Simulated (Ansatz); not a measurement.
Ru across functionals

```xyz
2
Lattice="2.7058 0.0000 0.0000 -1.3529 2.3433 0.0000 0.0000 0.0000 4.2819" Properties=species:S:1:pos:R:3 pbc="T T T"
Ru    0.0000    1.5622    1.0705
Ru    1.3529    0.7811    3.2114
```

Atom numbers follow the list: Ru1, Ru2.

The cell is COD entry 9017842, as deposited and not checked against the literature; nothing was relaxed.

One fixed cell is solved with several functionals by PAW with the default files in Ansatz 0.2.0, scalar-relativistically. A positive pressure means that the functional wants a larger cell.

The PAW files were made with PBE; their cores are remade for each functional.

Sampling and basis: a Γ-centred 14×14×8 k mesh, Fermi–Dirac smearing of 0.03 eV, cutoff 420 eV, no spin polarisation.

Cutoffs: PBE 420 eV, LDA 420 eV, r²SCAN 500 eV.

Task: One of the runs gave P (GPa) = -2.03, lowest level at Γ above −25 eV, from the valence-band top or, without a gap, the Fermi level (eV) = -8.31. Which setting was it?
A. r²SCAN
B. PBE
C. LDA

Result: A. The full set:
```tsv
setting	P (GPa)	lowest level at Γ above −25 eV, from the valence-band top or, without a gap, the Fermi level (eV)
PBE	4.56	-7.97
LDA	-12.29	-8.03
r²SCAN	-2.03	-8.31
```
